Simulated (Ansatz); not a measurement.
## ZrC under changes of volume

One of the cells (13.174 Å³/atom); the others are scaled copies at fixed shape and fractional positions:

```xyz
4
Lattice="3.3915 0.0000 0.0000 -1.6957 2.9371 0.0000 0.0000 0.0000 5.2901" Properties=species:S:1:pos:R:3 pbc="T T T"
Zr    1.6957    0.9790    3.9675
Zr    0.0000    1.9581    1.3225
C     0.0000    0.0000    2.6450
C     0.0000    0.0000    0.0000
```

The cell comes from a database or a generator and needn't be the stable form of this composition.

```yaml
Program: Ansatz 0.2.0
Functional: r2SCAN
Potentials_or_basis: Ansatz PAW
Cutoff: "500 eV (not typed: the program's choice for these potentials)"
k_mesh: 9 × 9 × 5
Occupations: fermi-dirac, width 0.05 eV
Spin: no spin polarisation
```

```csv
volume (Å³/atom),energy over the lowest point (meV/atom),pressure (GPa)
12.383,?,?
12.647,7.97,7.4
12.910,0.02,2.3
13.174,0.00,-2.3
13.437,7.16,-6.4
13.701,20.78,-10.1
13.964,40.26,-13.5
```

What does the run at 12.383 Å³/atom give?

Energy over the lowest point 24.72 meV/atom; pressure 13.0 GPa.

Worked out: A Birch-Murnaghan fit of order 3 (a polynomial in V^(-2/3)) to the other rows has its minimum at 13.04 Å³/atom with B0 = V·E''(V) = 227 GPa and B' = 4.0 at fixed shape and positions, which overstates the stiffness. It gives 24.75 meV/atom at 12.383 Å³/atom, against the run's 24.72, and -dE/dV = 13.0 GPa, against 13.0.

Energies are extrapolated to zero smearing.

Caveats: the PAW data sets come from PBE, with cores solved anew for the run's functional, which leaves a small shift of forces and pressure.
